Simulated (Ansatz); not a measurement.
## The perfect armchair WSe2 nanoribbon (N = 7, bare edges)

Wanted: the relaxed geometry and the bands of the armchair WSe2 nanoribbon (N = 7, bare edges).

Method: DFT PBE, plane waves, PAW; relaxation of a wire's period, in the first sound run; inputs show where later runs differ, in Ansatz 0.2.0.

Most raw output is cut from this account.

**1. Starting point**

The cell holds 21 atoms: 7 W and 14 Se. Cell: a = 16.960 Å, b = 10.360 Å, c = 5.750 Å, α = 90.0°, β = 90.0°, γ = 90.0°. Vacuum lies along a and b. The structure's axis is c.

**2. The relaxed wire**

Band widths follow the bond lengths, so the wire is relaxed first. The atoms and the third cell vector are free; the box across stays fixed as vacuum. Moments are seeded so that a magnetic state can form if it lies lower. A Fermi-Dirac smearing is set since the result may be a metal. The pressure printed is a third of the stress's trace over the whole box, vacuum included; only the stress along the axis is relaxed.

input.yaml reads:

```yaml
crystal:
  lattice:
    - [16.96, 0.0, 0.0]
    - [0.0, 10.36, 0.0]
    - [0.0, 0.0, 5.7504086811]
  atoms:
    - { symbol: W, position: [0.206367925, 0.5, 0.0], spin: 0.3 }
    - { symbol: W, position: [0.402122642, 0.5, 0.0] }
    - { symbol: W, position: [0.597877358, 0.5, 0.0] }
    - { symbol: W, position: [0.793632075, 0.5, 0.0], spin: 0.3 }
    - { symbol: Se, position: [0.206367925, 0.662162162, 0.333333333] }
    - { symbol: Se, position: [0.206367925, 0.337837838, 0.333333333] }
    - { symbol: Se, position: [0.402122642, 0.662162162, 0.333333333] }
    - { symbol: Se, position: [0.402122642, 0.337837838, 0.333333333] }
    - { symbol: Se, position: [0.597877358, 0.662162162, 0.333333333] }
    - { symbol: Se, position: [0.597877358, 0.337837838, 0.333333333] }
    - { symbol: Se, position: [0.793632075, 0.662162162, 0.333333333] }
    - { symbol: Se, position: [0.793632075, 0.337837838, 0.333333333] }
    - { symbol: W, position: [0.304245283, 0.5, 0.5] }
    - { symbol: W, position: [0.5, 0.5, 0.5] }
    - { symbol: W, position: [0.695754717, 0.5, 0.5] }
    - { symbol: Se, position: [0.304245283, 0.662162162, 0.833333333] }
    - { symbol: Se, position: [0.304245283, 0.337837838, 0.833333333] }
    - { symbol: Se, position: [0.5, 0.662162162, 0.833333333] }
    - { symbol: Se, position: [0.5, 0.337837838, 0.833333333] }
    - { symbol: Se, position: [0.695754717, 0.662162162, 0.833333333] }
    - { symbol: Se, position: [0.695754717, 0.337837838, 0.833333333] }
magnetization:
  spin_polarized: true
kpoints:
  mp_grid: { grid: [1, 1, 14] }
scf:
  occupations: { method: fermi_dirac, width: 0.05 }
hamiltonian:
  xc: pbe
relax:
  cell: { fix: [a, b, alpha, beta, gamma] }
  max_steps: 45
  f_tol: 0.03
```

Started as:

```sh
$ ansatz run input.yaml --threads 4 --pin off --max-ram 16384MiB --backend cpu --events-out ev --progress --plain --runs-dir out
```

Wall time 27 min (4 threads of Arm Neoverse V1, shared host); peak memory 4.5 GiB; 1.8 h of CPU time.

Relaxation path:

```csv
step,energy less that of the first step (eV),largest force component (eV/Å),pressure (GPa),volume (Å³)
1,0.0000,2.2592,-1.15,1010.38
2,-1.0034,0.6179,0.19,1000.68
3,-1.5469,0.3934,0.34,993.56
4,-1.6069,0.4278,-0.06,1005.44
5,-1.6875,0.1547,-0.13,1002.87
6,-1.6901,0.2201,0.11,1001.69
7,-1.6838,0.1587,0.08,1002.83
8,-1.6998,0.0348,0.01,1002.65
9,-1.7005,0.0209,0.03,1003.33
10*,-1.7000,0.0209,0.03,1003.33
```

Relaxation steps marked * repeat the geometry before them on a plane-wave basis chosen anew for their cell, so energy and pressure can jump there. Relaxation step 7 was tried and not accepted.

Forces are held to the 4 operations that the run works with; a distortion that breaks them can't arise in this run.

```csv
cell as run,before,after,change
c (Å),5.750,5.710,-0.7 %
```

The atoms that moved most (Å, along periodic axes as changes of fractional coordinates times the final cell, across vacuum about the mean position):

```csv
atom,dx,dy,dz,length
W4,-0.521,0.000,0.167,0.547
W1,0.521,0.000,0.167,0.547
Se16,0.003,0.184,-0.090,0.205
Se20,-0.003,0.184,-0.090,0.205
Se17,0.003,-0.184,-0.090,0.205
Se21,-0.003,-0.184,-0.090,0.205
W13,-0.098,0.000,0.124,0.158
W15,0.098,0.000,0.124,0.158
```

Numbers from this step:

```
energy at zero smearing    : -149265.0984 eV
cell length along the wire : 5.710 Å
```

The cell's length comes to 5.710 Å with no moment.

**3. The perfect wire**

This step: DFT PBE, plane waves, PAW; bands of a perfect wire (Ansatz 0.2.0).

At the relaxed period the bands are computed along the axis; those that cross an energy going forward count the channels that a perfect wire would open there.

input.yaml reads:

```yaml
crystal:
  lattice:
    - [16.96, 0.0, 0.0]
    - [0.0, 10.36, 0.0]
    - [0.0, 0.0, 5.7102808766]
  atoms:
    - { symbol: W, position: [0.237067465, 0.5, 0.029186596] }
    - { symbol: W, position: [0.399571175, 0.5, 0.986187073] }
    - { symbol: W, position: [0.600428825, 0.5, 0.986187073] }
    - { symbol: W, position: [0.762932535, 0.5, 0.029186596] }
    - { symbol: Se, position: [0.201262669, 0.660288599, 0.3268209] }
    - { symbol: Se, position: [0.201262669, 0.339711401, 0.3268209] }
    - { symbol: Se, position: [0.400297755, 0.655806253, 0.333234296] }
    - { symbol: Se, position: [0.400297755, 0.344193747, 0.333234296] }
    - { symbol: Se, position: [0.599702245, 0.655806253, 0.333234296] }
    - { symbol: Se, position: [0.599702245, 0.344193747, 0.333234296] }
    - { symbol: Se, position: [0.798737331, 0.660288599, 0.3268209] }
    - { symbol: Se, position: [0.798737331, 0.339711401, 0.3268209] }
    - { symbol: W, position: [0.29847066, 0.5, 0.521685861] }
    - { symbol: W, position: [0.5, 0.5, 0.509737319] }
    - { symbol: W, position: [0.70152934, 0.5, 0.521685861] }
    - { symbol: Se, position: [0.304443268, 0.679918745, 0.817599371] }
    - { symbol: Se, position: [0.304443268, 0.320081255, 0.817599371] }
    - { symbol: Se, position: [0.5, 0.665030252, 0.836096008] }
    - { symbol: Se, position: [0.5, 0.334969748, 0.836096008] }
    - { symbol: Se, position: [0.695556732, 0.679918745, 0.817599371] }
    - { symbol: Se, position: [0.695556732, 0.320081255, 0.817599371] }
kpoints:
  mp_grid: { grid: [1, 1, 15] }
  band_path: { path: ["Γ", Z], npoints: 90 }
scf:
  occupations: { method: fermi_dirac, width: 0.05 }
hamiltonian:
  xc: pbe
output:
  dos: { e_range: [-5, 4] }
  write_potential: true
  write_density: true
  volumetric_format: npy
```

It took 9.3 min on 4 threads; peak memory 10 GiB; 37 min of CPU time.

This step gave:

- energy at zero smearing: -149265.0987 eV
- band gap: 0.4459 eV

The electronic bands at the labelled points (eV, zero at the Fermi level; v1 is the highest filled band, c1 the lowest empty one):

```csv
point,v4,v3,v2,v1,c1,c2,c3,c4
Γ,-0.75,-0.55,-0.48,-0.28,0.19,0.36,0.60,0.65
halfway,-0.51,-0.48,-0.36,-0.31,0.46,0.47,0.49,0.55
Z,-0.46,-0.42,-0.38,-0.27,0.34,0.35,0.38,0.58
```

The gap is 0.446 eV, with spin left out.

On this path the gap is indirect, 0.45 eV, with the valence top between Γ and Z and the conduction bottom at Γ. The least direct gap is 0.47 eV.

**4. Strain along the wire, period over the relaxed period 0.96, k-mesh 1×1×11**

This step: DFT PBE, plane waves, PAW; relaxation at a fixed period (Ansatz 0.2.0).

The period is set to 0.96 times the relaxed one and the atoms relax within it: strain changes bond lengths and angles, which shifts the bands against each other. Against the first PBE run of this kind, the mesh along the wire has 11 points against 15.

The cell differs from the one that the last finished run ended in (c 5.710 → 5.482 Å).

Changes to input.yaml since step 3:

```diff
@@ -4,8 +4,8 @@
     - [0.0, 10.36, 0.0]
-    - [0.0, 0.0, 5.7102808766]
+    - [0.0, 0.0, 5.4818696416]
   atoms:
-    - { symbol: W, position: [0.237067465, 0.5, 0.029186596] }
+    - { symbol: W, position: [0.237067465, 0.5, 0.029186596], spin: 0.3 }
     - { symbol: W, position: [0.399571175, 0.5, 0.986187073] }
     - { symbol: W, position: [0.600428825, 0.5, 0.986187073] }
-    - { symbol: W, position: [0.762932535, 0.5, 0.029186596] }
+    - { symbol: W, position: [0.762932535, 0.5, 0.029186596], spin: 0.3 }
     - { symbol: Se, position: [0.201262669, 0.660288599, 0.3268209] }
@@ -27,4 +27,6 @@
     - { symbol: Se, position: [0.695556732, 0.320081255, 0.817599371] }
+magnetization:
+  spin_polarized: true
 kpoints:
-  mp_grid: { grid: [1, 1, 15] }
+  mp_grid: { grid: [1, 1, 11] }
   band_path: { path: ["Γ", Z], npoints: 90 }
@@ -34,6 +36,6 @@
   xc: pbe
+relax:
+  max_steps: 40
+  f_tol: 0.02
 output:
-  dos: { e_range: [-5, 4] }
-  write_potential: true
-  write_density: true
-  volumetric_format: npy
+  stress: true
```

Wall time 27 min (4 threads); peak memory 9.4 GiB.

Step by step:

```csv
step,energy less that of the first step (eV),largest force component (eV/Å)
1,0.0000,0.6852
2,-0.0875,0.5321
3,-0.2194,0.0755
4,-0.2218,0.0463
5,-0.2210,0.0728
6,-0.2232,0.0265
7,-0.2235,0.0071
```

Relaxation step 5 was tried and not accepted.

Forces are held to the 4 operations that the run works with; a distortion that breaks them can't arise in this run.

The atoms that moved most (Å):

```csv
atom,dx,dy,dz,length
W1,-0.122,0.000,-0.027,0.125
W4,0.122,0.000,-0.027,0.125
Se12,0.110,-0.015,0.024,0.114
Se11,0.110,0.015,0.024,0.114
Se6,-0.110,-0.015,0.024,0.114
Se5,-0.110,0.015,0.024,0.114
W14,0.000,0.000,-0.051,0.051
W13,-0.039,0.000,-0.023,0.045
```

Final coordinates:

```cif
data_structure
_symmetry_space_group_name_H-M 'P 1'
_symmetry_Int_Tables_number 1
_cell_length_a 16.9600
_cell_length_b 10.3600
_cell_length_c 5.4819
_cell_angle_alpha 90.000
_cell_angle_beta 90.000
_cell_angle_gamma 90.000
_cell_volume 963.20
loop_
_atom_site_label
_atom_site_type_symbol
_atom_site_fract_x
_atom_site_fract_y
_atom_site_fract_z
_atom_site_occupancy
W1 W 0.22989 0.50000 0.02431 1
W2 W 0.39831 0.50000 0.98421 1
W3 W 0.60169 0.50000 0.98421 1
W4 W 0.77011 0.50000 0.02431 1
Se5 Se 0.19475 0.66171 0.33112 1
Se6 Se 0.19475 0.33829 0.33112 1
Se7 Se 0.39862 0.65821 0.33332 1
Se8 Se 0.39862 0.34179 0.33332 1
Se9 Se 0.60138 0.65821 0.33332 1
Se10 Se 0.60138 0.34179 0.33332 1
Se11 Se 0.80525 0.66171 0.33112 1
Se12 Se 0.80525 0.33829 0.33112 1
W13 W 0.29618 0.50000 0.51741 1
W14 W 0.50000 0.50000 0.50043 1
W15 W 0.70382 0.50000 0.51741 1
Se16 Se 0.30337 0.67988 0.82170 1
Se17 Se 0.30337 0.32012 0.82170 1
Se18 Se 0.50000 0.66459 0.83492 1
Se19 Se 0.50000 0.33541 0.83492 1
Se20 Se 0.69663 0.67988 0.82170 1
Se21 Se 0.69663 0.32012 0.82170 1
```

Numbers from this step:

```yaml
energy_at_zero_smearing: -149264.8175 eV
band_gap: 0.333 eV
```

The gap is 0.333 eV, against 0.446 eV under PBE at the relaxed period, with no moment.

**5. At a strained period, period over the relaxed period 0.98, k-mesh 1×1×11**

The period is set to 0.98 times the relaxed one and the atoms relax within it: strain changes bond lengths and angles, which shifts the bands against each other. Against the first PBE run of this kind, the mesh along the wire has 11 points against 15.

The cell differs from the one that the last finished run ended in (c 5.482 → 5.596 Å).

Changes to input.yaml since step 4:

```diff
@@ -4,3 +4,3 @@
     - [0.0, 10.36, 0.0]
-    - [0.0, 0.0, 5.4818696416]
+    - [0.0, 0.0, 5.5960752591]
   atoms:
```

Run time: 23 min. Hardware: 4 threads; peak memory 9.6 GiB; 1.5 h of CPU time.

Relaxation path:

```csv
step,energy less that of the first step (eV),largest force component (eV/Å)
1,0.0000,0.3301
2,0.0198,0.3051
3,-0.0509,0.0430
4,-0.0516,0.0134
```

Relaxation step 2 was tried and not accepted.

The run keeps the 4 symmetry operations that it works with, so distortions that break them were not tested.

The atoms that moved most (Å):

```csv
atom,dx,dy,dz,length
Se6,-0.055,-0.008,0.010,0.056
Se5,-0.055,0.008,0.010,0.056
Se12,0.055,-0.008,0.010,0.056
Se11,0.055,0.008,0.010,0.056
W4,0.053,0.000,-0.013,0.055
W1,-0.053,0.000,-0.013,0.055
W15,0.022,0.000,-0.009,0.024
W13,-0.022,0.000,-0.009,0.024
```

Final coordinates:

```xyz
21
Lattice="16.9600 0.0000 0.0000 0.0000 10.3600 0.0000 0.0000 0.0000 5.5961" Properties=species:S:1:pos:R:3
W     3.9676    5.1800    0.1498
W     6.7620    5.1800    5.5139
W    10.1980    5.1800    5.5139
W    12.9924    5.1800    0.1498
Se    3.3589    6.8483    1.8387
Se    3.3589    3.5117    1.8387
Se    6.7746    6.8053    1.8659
Se    6.7746    3.5547    1.8659
Se   10.1854    6.8053    1.8659
Se   10.1854    3.5547    1.8659
Se   13.6011    6.8483    1.8387
Se   13.6011    3.5117    1.8387
W     5.0399    5.1800    2.9101
W     8.4800    5.1800    2.8304
W    11.9201    5.1800    2.9101
Se    5.1502    7.0491    4.5834
Se    5.1502    3.3109    4.5834
Se    8.4800    6.8863    4.6796
Se    8.4800    3.4737    4.6796
Se   11.8098    7.0491    4.5834
Se   11.8098    3.3109    4.5834
```

The gap is 0.391 eV, against 0.446 eV under PBE at the relaxed period, with no moment.

**6. At a strained period, period over the relaxed period 1.02, k-mesh 1×1×11**

The period is set to 1.02 times the relaxed one and the atoms relax within it: strain changes bond lengths and angles, which shifts the bands against each other. Against the first PBE run of this kind, the mesh along the wire has 11 points against 15.

The cell differs from the one that the last finished run ended in (c 5.596 → 5.824 Å).

Changes to input.yaml since step 5:

```diff
@@ -4,3 +4,3 @@
     - [0.0, 10.36, 0.0]
-    - [0.0, 0.0, 5.5960752591]
+    - [0.0, 0.0, 5.8244864942]
   atoms:
```

Elapsed: 24 min, on 4 threads; peak memory 10 GiB.

Relaxation path:

```csv
step,energy less that of the first step (eV),largest force component (eV/Å)
1,0.0000,0.2999
2,0.0471,0.4121
3,-0.0404,0.0469
4,-0.0409,0.0177
```

Relaxation step 2 was tried and not accepted.

Forces are held to the 4 operations that the run works with; a distortion that breaks them can't arise in this run.

The atoms that moved most (Å):

```csv
atom,dx,dy,dz,length
Se5,0.047,-0.003,-0.009,0.048
Se6,0.047,0.003,-0.009,0.048
Se11,-0.047,-0.003,-0.009,0.048
Se12,-0.047,0.003,-0.009,0.048
W4,-0.044,0.000,0.017,0.047
W1,0.044,0.000,0.017,0.047
W13,0.016,0.000,0.005,0.017
W15,-0.016,0.000,0.005,0.017
```

The relaxed structure:

```xyz
21
Lattice="16.9600 0.0000 0.0000 0.0000 10.3600 0.0000 0.0000 0.0000 5.8245" Properties=species:S:1:pos:R:3
W     4.0645    5.1800    0.1873
W     6.7879    5.1800    5.7473
W    10.1721    5.1800    5.7473
W    12.8955    5.1800    0.1873
Se    3.4603    6.8374    1.8948
Se    3.4603    3.5226    1.8948
Se    6.7996    6.7839    1.9400
Se    6.7996    3.5761    1.9400
Se   10.1604    6.7839    1.9400
Se   10.1604    3.5761    1.9400
Se   13.4997    6.8374    1.8948
Se   13.4997    3.5226    1.8948
W     5.0778    5.1800    3.0440
W     8.4800    5.1800    2.9853
W    11.8822    5.1800    3.0440
Se    5.1716    7.0364    4.7552
Se    5.1716    3.3236    4.7552
Se    8.4800    6.8891    4.8690
Se    8.4800    3.4709    4.8690
Se   11.7884    7.0364    4.7552
Se   11.7884    3.3236    4.7552
```

The gap is 0.482 eV, against 0.446 eV under PBE at the relaxed period, with no moment.

**7. Strain along the wire, period over the relaxed period 1.04, k-mesh 1×1×11**

The period is set to 1.04 times the relaxed one and the atoms relax within it: strain changes bond lengths and angles, which shifts the bands against each other. Against the first PBE run of this kind, the mesh along the wire has 11 points against 15.

The cell differs from the one that the last finished run ended in (c 5.824 → 5.939 Å).

Changes to input.yaml since step 6:

```diff
@@ -4,3 +4,3 @@
     - [0.0, 10.36, 0.0]
-    - [0.0, 0.0, 5.8244864942]
+    - [0.0, 0.0, 5.9386921117]
   atoms:
```

Wall time 29 min (4 threads); peak memory 10 GiB; 1.9 h of CPU time.

Relaxation path:

```csv
step,energy less that of the first step (eV),largest force component (eV/Å)
1,0.0000,0.5749
2,0.1374,0.8208
3,-0.1538,0.1086
4,-0.1560,0.0455
5,-0.1549,0.0602
6,-0.1572,0.0386
7,-0.1576,0.0114
```

Relaxation steps 2, 5 were tried and not accepted.

Forces are held to the 4 operations that the run works with; a distortion that breaks them can't arise in this run.

The atoms that moved most (Å):

```csv
atom,dx,dy,dz,length
W1,0.076,0.000,0.046,0.089
W4,-0.076,0.000,0.046,0.089
Se6,0.075,0.006,-0.015,0.077
Se5,0.075,-0.006,-0.015,0.077
Se12,-0.075,0.006,-0.015,0.077
Se11,-0.075,-0.006,-0.015,0.077
W14,0.000,0.000,0.032,0.032
Se9,-0.018,-0.024,-0.003,0.030
```

The relaxed structure:

```cif
data_structure
_symmetry_space_group_name_H-M 'P 1'
_symmetry_Int_Tables_number 1
_cell_length_a 16.9600
_cell_length_b 10.3600
_cell_length_c 5.9387
_cell_angle_alpha 90.000
_cell_angle_beta 90.000
_cell_angle_gamma 90.000
_cell_volume 1043.46
loop_
_atom_site_label
_atom_site_type_symbol
_atom_site_fract_x
_atom_site_fract_y
_atom_site_fract_z
_atom_site_occupancy
W1 W 0.24157 0.50000 0.03685 1
W2 W 0.40067 0.50000 0.98634 1
W3 W 0.59933 0.50000 0.98634 1
W4 W 0.75843 0.50000 0.03685 1
Se5 Se 0.20567 0.65967 0.32428 1
Se6 Se 0.20567 0.34033 0.32428 1
Se7 Se 0.40135 0.65348 0.33275 1
Se8 Se 0.40135 0.34652 0.33275 1
Se9 Se 0.59865 0.65348 0.33275 1
Se10 Se 0.59865 0.34652 0.33275 1
Se11 Se 0.79433 0.65967 0.32428 1
Se12 Se 0.79433 0.34033 0.32428 1
W13 W 0.29994 0.50000 0.52269 1
W14 W 0.50000 0.50000 0.51515 1
W15 W 0.70006 0.50000 0.52269 1
Se16 Se 0.30480 0.67792 0.81494 1
Se17 Se 0.30480 0.32208 0.81494 1
Se18 Se 0.50000 0.66487 0.83593 1
Se19 Se 0.50000 0.33513 0.83593 1
Se20 Se 0.69520 0.67792 0.81494 1
Se21 Se 0.69520 0.32208 0.81494 1
```

The gap is 0.475 eV, against 0.446 eV under PBE at the relaxed period, with no moment.

**8. At a strained period, period over the relaxed period 1.06, k-mesh 1×1×10**

The period is set to 1.06 times the relaxed one and the atoms relax within it: strain changes bond lengths and angles, which shifts the bands against each other. Against the first PBE run of this kind, the mesh along the wire has 10 points against 15.

The cell differs from the one that the last finished run ended in (c 5.939 → 6.053 Å).

Changes to input.yaml since step 7:

```diff
@@ -4,3 +4,3 @@
     - [0.0, 10.36, 0.0]
-    - [0.0, 0.0, 5.9386921117]
+    - [0.0, 0.0, 6.0528977292]
   atoms:
@@ -30,3 +30,3 @@
 kpoints:
-  mp_grid: { grid: [1, 1, 11] }
+  mp_grid: { grid: [1, 1, 10] }
   band_path: { path: ["Γ", Z], npoints: 90 }
```

Elapsed: 32 min, on 4 threads; peak memory 10 GiB.

The gap is 0.384 eV, against 0.446 eV under PBE at the relaxed period, with no moment.

**9. Side by side**

Times are for 4 threads of Arm Neoverse V1, shared host. The runs compared:

```csv
no.,period over the relaxed period,k-mesh,pressure (GPa),band gap (eV),time,memory (GiB)
1,0.96,1×1×11,0.7730,0.333,27 min,9.4
2,0.98,1×1×11,0.3734,0.391,23 min,9.6
3,1.02,1×1×11,-0.3291,0.482,24 min,10.0
4,1.04,1×1×11,-0.6628,0.475,29 min,10
5,1.06,1×1×10,-0.8739,0.384,32 min,10
```

**10. Summary of results**

- cell length, PBE: 5.710 Å
- gap, PBE: 0.446 eV
- gap, period scaled by 0.96: 0.333 eV
- gap, period scaled by 0.98: 0.391 eV
- gap, period scaled by 1.02: 0.482 eV
- gap, period scaled by 1.04: 0.475 eV
- gap, period scaled by 1.06: 0.384 eV

**Reading.** Under PBE the cell's length is 5.71 Å, no moment survives, and a gap of 0.45 eV makes it a semiconductor. Strain matters: under PBE the gap goes from 0.45 eV to 0.333 eV at 0.96 times the period, 0.391 eV at 0.98 times the period, 0.482 eV at 1.02 times the period, 0.475 eV at 1.04 times the period and 0.384 eV at 1.06 times the period. Where the gap is under about 0.35 eV, the smearing of 0.05 eV partly fills the band edges in the SCF. In the perfect wire the moments were started parallel, and no opposed start was run. Spin-orbit coupling is left out, which matters for the bands of heavy atoms.

[Logs are printed without paths, hosts, clocks, repeated set-up lines and the standing remarks that a program may print on its own settings, such as how far it seeks lower states.]

[Hosts, paths, dates, database ids (printed as entryN), source tags and the programs' standing remarks are cut or masked in the printed files.]
